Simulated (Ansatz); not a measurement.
InP under pressure

The calculation used DFT PBEsol, scalar-relativistic, plane waves, PAW (Ansatz). Settings: 420 eV plane-wave cutoff, Γ-centred 14×14×14 mesh, Fermi-Dirac smearing of 0.15 eV. No spin polarisation. Phonons by linear response, acoustic sum rule imposed.

The cell, relaxed at this level:
```yaml
crystal:
  lattice:
    - [0.00000, 2.73107, 2.73107]
    - [2.73107, 0.00000, 2.73107]
    - [2.73107, 2.73107, 0.00000]
  atoms:
    - { symbol: In, position: [0.00000, 0.00000, 0.00000] }
    - { symbol: P, position: [0.50000, 0.50000, 0.50000] }
```

In a metal, frequencies and elastic constants depend on the k mesh and the smearing, soft modes and shear constants most.

Q: The cell is relaxed again at -3 and -1 and 4 and 5 and 6 and 9 and 11 and 12 and 20 and 22 and 30 GPa. How do volume, gap and optical modes at Γ (cm⁻¹, counted from the lowest optical one; a degenerate one stands once) change?

A:
```csv
,0 GPa,-3 GPa,-1 GPa,4 GPa,5 GPa,6 GPa,9 GPa,11 GPa,12 GPa,20 GPa,22 GPa,30 GPa
V/V0,1.000,1.040,1.013,0.958,0.949,0.940,0.917,0.902,0.896,0.850,0.840,0.806
gap (eV),0.00,0.00,0.00,0.00,0.00,0.00,0.00,0.00,0.00,0.00,0.00,0.00
mode 1,171,148,163,195,201,206,221,230,234,264,271,295
```

This rock-salt form isn't the usual stable structure of the compound at low pressure.

Cost: 12 runs of about 7 core-minutes in all, on Intel Xeon Platinum 8488C (Sapphire Rapids), Intel Xeon Processor @ 2.50GHz (Skylake/Cascade Lake), Intel Xeon Platinum 8259CL (Skylake/Cascade Lake) and other processors (shared hosts).